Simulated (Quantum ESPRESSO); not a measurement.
Crystal: Ge.

```
CELL_PARAMETERS angstrom
0.00000 2.82891 2.82891
2.82891 0.00000 2.82891
2.82891 2.82891 0.00000
ATOMIC_POSITIONS crystal
Ge 0.75000 0.75000 0.75000
Ge 0.50000 0.50000 0.50000
```

```yaml
Program: Quantum ESPRESSO 7.5
Task: phonons
Functional: LDA
Potentials_or_basis: PseudoDojo 0.4.1 SR LDA standard
Cutoff: 1061 eV
Density_cutoff: 4245 eV
k_mesh: 8 × 8 × 8
Occupations: cold, width 0.2 eV
Spin: no spin polarisation
Form_of_the_LDA_correlation: PW92
Mixing_beta: 0.5
Most_SCF_iterations: 120
SCF_threshold: 4e-10 Ry
```

Q: What is the highest optical frequency at the zone centre?

A: 277 cm⁻¹, a mode of symmetry T2g (Raman).

Optical modes at Γ, degenerate ones joined:
```csv
cm⁻¹,components,symmetry,active in
277,3,T2g,Raman
```
